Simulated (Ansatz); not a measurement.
Te2Mo in Ansatz: the effect of Hubbard term

Crystal: Te2Mo.

```
Te Mo
1.0
     3.51820    0.00000    0.00000
    -1.75910    3.04685    0.00000
     0.00000    0.00000   13.97360
Te Mo
4 2
Direct
  0.66667 0.33333 0.37900
  0.33333 0.66667 0.87900
  0.66667 0.33333 0.12100
  0.33333 0.66667 0.62100
  0.66667 0.33333 0.75000
  0.33333 0.66667 0.25000
```

Alike in all runs:

```yaml
Program: Ansatz 0.2.0
Task: projected density of states
Functional: r2SCAN
Potentials_or_basis: Ansatz PAW
Cutoff: "500 eV (not typed: the program's choice for these potentials)"
k_mesh: 9 × 9 × 2
Occupations: fermi-dirac, width 0.05 eV
Spin: no spin polarisation
Hubbard_projectors: ortho-atomic (the default)
Double_counting: fll (the default)
```

```csv
Hubbard term,gap on the mesh (eV),pressure (GPa),largest force (eV/Å)
none,0.89,2.2,0.08
Mo d U = 1 eV,0.90,2.1,0.09
Mo d U = 2 eV,0.92,2.0,0.11
Mo d U = 3 eV,0.94,1.9,0.13
Mo d U = 4 eV,0.94,1.8,0.15
Mo d U = 5 eV,0.91,1.7,0.17
Mo d U = 6 eV,?,?,?
```

Q: What does the run with Hubbard term Mo d U = 6 eV give?

A: gap on the mesh 0.64 eV; pressure 1.8 GPa; largest force 0.20 eV/Å.

Worked out: A parabola through the other rows of the gap on the mesh, of slope -0.0281 eV per eV there, extrapolates to 0.89 eV, against the run's 0.64. The fit is too stiff a form for this range. A straight line through the other rows of the pressure, of slope -0.1 GPa per eV, extrapolates to 1.6 GPa, against the run's 1.8. The fit is too stiff a form for this range. A straight line through the other rows of the largest force, of slope 0.0186 eV/Å per eV, extrapolates to 0.19 eV/Å, against the run's 0.20.

Caveats: odd divisions of the mesh miss points on the zone boundary, where band edges often lie, so the gap on the mesh can be too wide; spin-orbit coupling is left out, which moves the levels of the heavy elements; the PAW data sets come from PBE, with cores solved anew for the run's functional, which leaves a small shift of forces and pressure; the density of states is complete only up to the lowest level of the last band computed; the U is typed as a test and isn't derived for this compound (some runs).

A k mesh can miss the band edges.
